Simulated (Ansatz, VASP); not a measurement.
## Ir: VASP beside Ansatz

File INCAR:

```
PREC = Accurate
ENCUT = 520
EDIFF = 1E-7
ISMEAR = 0
SIGMA = 0.05
LREAL = False
LASPH = True
NELM = 80
ALGO = Normal
ISIF = 2
LWAVE = False
LCHARG = True
GGA = PE
LELF = True
LVHAR = True
NBANDS = 10
```

The input KPOINTS:

```
regular mesh
0
Gamma
  14 14 14
```

POSCAR

```
Ir
1.0
    2.5701608635      0.0000000000      0.0000000000
    0.0000000000      2.5701608635      0.0000000000
    0.0000000000      0.0000000000      2.5701608635
Ir
1
Direct
    0.0000000000      0.0000000000      0.0000000000
```

Input for Ansatz:

```yaml
crystal:
  lattice:
    - [2.5701608635, 0.0, 0.0]
    - [0.0, 2.5701608635, 0.0]
    - [0.0, 0.0, 2.5701608635]
  atoms:
    - { symbol: Ir, position: [0.0, 0.0, 0.0] }
kpoints:
  mp_grid: { grid: [14, 14, 14] }
scf:
  occupations: { method: gaussian, width: 0.05 }
hamiltonian:
  xc: pbe
  pseudopotentials: { kind: all_electron, lapw: { basis_error: 0.001 } }
output:
  forces: true
  stress: true
  eigenvalues: true
```

Alike in both runs: task single point; functional PBE; k mesh 14 × 14 × 14; occupations gaussian, width 0.05 eV; no spin polarisation.

```csv
,VASP,Ansatz
version,VASP 6.6.1,Ansatz 0.2.0
potentials or method,"VASP PAW PBE potentials, release 64 (Ir)","all-electron LAPW, scalar-relativistic"
plane-wave cutoff (eV),520,see its input
```

```tsv
	VASP	Ansatz	Ansatz less VASP
pressure (GPa)	0.1	-0.1	-0.19
```

Ansatz ran all-electron here, so the differences hold the error of VASP's frozen core and of both bases.

The runs have no spin-orbit coupling, so splittings on Ir are missing.
